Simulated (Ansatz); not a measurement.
Here is an Ansatz 0.2.0 calculation.

The input input.yaml:

```yaml
crystal:
  lattice:
    - [3.571, 0.0, 0.0]
    - [0.0, 3.571, 0.0]
    - [0.0, 0.0, 3.571]
  atoms:
    - { symbol: Co, position: [0.5, 0.5, 0.0], spin: 2.0 }
    - { symbol: Co, position: [0.5, 0.0, 0.5], spin: 2.0 }
    - { symbol: Co, position: [0.0, 0.5, 0.5], spin: 2.0 }
    - { symbol: Ti, position: [0.0, 0.0, 0.0], spin: 1.0 }
hamiltonian:
  xc: pbesol
  pseudopotentials: { kind: paw }
magnetization:
  spin_polarized: true
kpoints:
  mp_grid: { grid: [4, 4, 4] }
scf:
  occupations: { method: fermi_dirac, width: 0.05 }
  n_extra_bands: 10
output:
  forces: true
  stress: true
  eigenvalues: true
  dos: { projected: true, de: 0.05, nscf_kmesh: { grid: [6, 6, 6] } }
```

Potentials or basis: Ansatz PAW.

Run with:

```sh
$ ansatz run input.yaml --threads 2 --pin off --max-ram 5632MiB --backend cpu --events-out ev --progress --plain --runs-dir out
```

**Question.** Estimate the net moment.

**Answer.** 0.53 μB per cell.

**Question.** Estimate the site moments.

**Answer.** Co +0.22; Ti -0.08 μB.

**Question.** What does it give for the density of states at the Fermi level?

**Answer.** 5.26 states/eV per cell.

States per cell in windows of 0.5 eV (zero at the Fermi level; states under -8 eV left out):
| from (eV) | up | down | Co 3d up | Co 3d down | Ti 3d down | Ti 3d up | Co 4s up | Co 4s down |
| --- | --- | --- | --- | --- | --- | --- | --- | --- |
| -8.0 | 0.03 | 0.03 | 0.00 | 0.00 | 0.00 | 0.00 | 0.02 | 0.02 |
| -7.5 | 0.06 | 0.06 | 0.00 | 0.00 | 0.00 | 0.00 | 0.03 | 0.03 |
| -7.0 | 0.09 | 0.09 | 0.00 | 0.00 | 0.00 | 0.00 | 0.05 | 0.05 |
| -6.5 | 0.12 | 0.12 | 0.01 | 0.00 | 0.00 | 0.00 | 0.08 | 0.08 |
| -6.0 | 0.16 | 0.16 | 0.01 | 0.01 | 0.01 | 0.01 | 0.11 | 0.11 |
| -5.5 | 0.20 | 0.20 | 0.03 | 0.02 | 0.01 | 0.01 | 0.14 | 0.13 |
| -5.0 | 0.28 | 0.27 | 0.06 | 0.05 | 0.03 | 0.04 | 0.15 | 0.14 |
| -4.5 | 0.72 | 0.58 | 0.32 | 0.23 | 0.11 | 0.13 | 0.19 | 0.18 |
| -4.0 | 0.92 | 0.89 | 0.55 | 0.48 | 0.16 | 0.15 | 0.16 | 0.19 |
| -3.5 | 1.72 | 1.44 | 1.37 | 1.07 | 0.20 | 0.19 | 0.07 | 0.09 |
| -3.0 | 1.71 | 1.64 | 1.47 | 1.36 | 0.17 | 0.15 | 0.02 | 0.02 |
| -2.5 | 1.32 | 1.30 | 1.15 | 1.10 | 0.12 | 0.10 | 0.03 | 0.03 |
| -2.0 | 2.20 | 2.16 | 1.89 | 1.84 | 0.16 | 0.14 | 0.08 | 0.06 |
| -1.5 | 2.31 | 2.19 | 1.98 | 1.85 | 0.21 | 0.22 | 0.05 | 0.05 |
| -1.0 | 2.47 | 2.36 | 2.20 | 2.03 | 0.20 | 0.15 | 0.04 | 0.04 |
| -0.5 | 1.64 | 2.00 | 1.32 | 1.69 | 0.16 | 0.15 | 0.04 | 0.04 |
| 0.0 | 0.90 | 1.13 | 0.84 | 1.04 | 0.05 | 0.03 | 0.01 | 0.01 |
| 0.5 | 0.10 | 0.34 | 0.05 | 0.29 | 0.03 | 0.02 | 0.01 | 0.01 |
| 1.0 | 0.34 | 0.15 | 0.10 | 0.05 | 0.07 | 0.16 | 0.02 | 0.01 |
| 1.5 | 2.47 | 2.29 | 0.87 | 0.85 | 1.20 | 1.30 | 0.19 | 0.13 |
| 2.0 | 0.88 | 1.27 | 0.26 | 0.46 | 0.68 | 0.54 | 0.05 | 0.09 |
| 2.5 | 0.61 | 0.62 | 0.09 | 0.11 | 0.43 | 0.44 | 0.04 | 0.05 |
| 3.0 | 0.58 | 0.56 | 0.08 | 0.09 | 0.34 | 0.37 | 0.07 | 0.07 |
| 3.5 | 0.22 | 0.21 | 0.03 | 0.03 | 0.10 | 0.10 | 0.03 | 0.03 |
| 4.0 | 0.17 | 0.17 | 0.02 | 0.02 | 0.06 | 0.06 | 0.02 | 0.02 |
| 4.5 | 0.37 | 0.36 | 0.04 | 0.04 | 0.11 | 0.12 | 0.05 | 0.05 |
| 5.0 | 0.39 | 0.38 | 0.04 | 0.04 | 0.10 | 0.10 | 0.06 | 0.06 |
| 5.5 | 0.34 | 0.35 | 0.03 | 0.03 | 0.06 | 0.07 | 0.05 | 0.05 |
| 6.0 | 0.27 | 0.28 | 0.02 | 0.02 | 0.04 | 0.04 | 0.04 | 0.04 |
| 6.5 | 0.20 | 0.20 | 0.01 | 0.01 | 0.02 | 0.02 | 0.03 | 0.03 |
| 7.0 | 0.14 | 0.14 | 0.01 | 0.01 | 0.01 | 0.01 | 0.01 | 0.01 |
| 7.5 | 0.04 | 0.05 | 0.00 | 0.00 | 0.00 | 0.00 | 0.00 | 0.00 |

Caveat: the k mesh is coarse (spacing up to 0.44 Å⁻¹), so the values aren't converged; the starting moments weren't kept.
